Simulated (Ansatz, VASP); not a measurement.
**Ti3Al: VASP beside Ansatz**

Contents of POSCAR:

```
Ti3Al
1.0
    0.0000000000      3.1732733475      3.1732733475
    3.1732733475      0.0000000000      3.1732733475
    3.1732733475      3.1732733475      0.0000000000
Ti Al
3 1
Direct
    0.7500000000      0.7500000000      0.7500000000
    0.2500000000      0.2500000000      0.2500000000
    0.0000000000      0.0000000000      0.0000000000
    0.5000000000      0.5000000000      0.5000000000
```

INCAR.step1

```
SYSTEM = Ti3Al
ALGO = Normal
EDIFF = 1E-4
ENCUT = 520
GGA = PE
ISMEAR = 1
LASPH = .True.
LCHARG = .False.
LREAL = .False.
LWAVE = .True.
NBANDS = 28
NELM = 80
PREC = Accurate
SIGMA = 0.15
```

File INCAR.step2:

```
SYSTEM = Ti3Al
ALGO = Normal
EDIFF = 1E-7
ENCUT = 520
ISIF = 2
ISMEAR = 1
ISTART = 1
LASPH = .True.
LCHARG = .True.
LELF = .True.
LMIXTAU = .True.
LREAL = .False.
LVHAR = .True.
LWAVE = .False.
METAGGA = R2SCAN
NBANDS = 28
NELM = 80
PREC = Accurate
SIGMA = 0.15
```

KPOINTS

```
k-points
0
Gamma
  6 6 6
  0 0 0
```

Input for Ansatz:

```yaml
crystal:
  lattice:
    - [0.0, 3.17327334753916, 3.17327334753916]
    - [3.17327334753916, 0.0, 3.17327334753916]
    - [3.17327334753916, 3.17327334753916, 0.0]
  atoms:
    - { symbol: Ti, position: [0.75, 0.75, 0.75] }
    - { symbol: Ti, position: [0.25, 0.25, 0.25] }
    - { symbol: Ti, position: [0.0, 0.0, 0.0] }
    - { symbol: Al, position: [0.5, 0.5, 0.5] }
basis:
  ecutwfc: 600.0
kpoints:
  mp_grid:
    grid: [6, 6, 6]
hamiltonian:
  xc: r2scan
scf:
  convergence:
    dr2_threshold: 1.0e-08
  occupations:
    method: cold
    width: 0.15
output:
  stress: true
```

The cell comes from a database or a generator and needn't be the stable form of this composition.

Alike in both runs: task single point; functional r2SCAN; k mesh 6 × 6 × 6; no spin polarisation.

|  | VASP | Ansatz |
| --- | --- | --- |
| version | VASP 6.6.1 | Ansatz 0.2.0 |
| potentials or method | VASP PAW PBE potentials, release 64 (Ti_sv, Al) | plane waves, PAW |
| plane-wave cutoff (eV) | 520 | 600 |
| occupations | methfessel-paxton of order 1, width 0.15 eV | cold, width 0.15 eV |
| valence electrons in the cell | 39 | 39 |

```csv
,VASP,Ansatz,Ansatz less VASP
pressure (GPa),4.9,4.5,-0.37
```

Ansatz warned: «stress_scf_threshold_loose».

Caveats: the PAW data sets were made with another functional, which shifts forces and pressure a little (VASP).
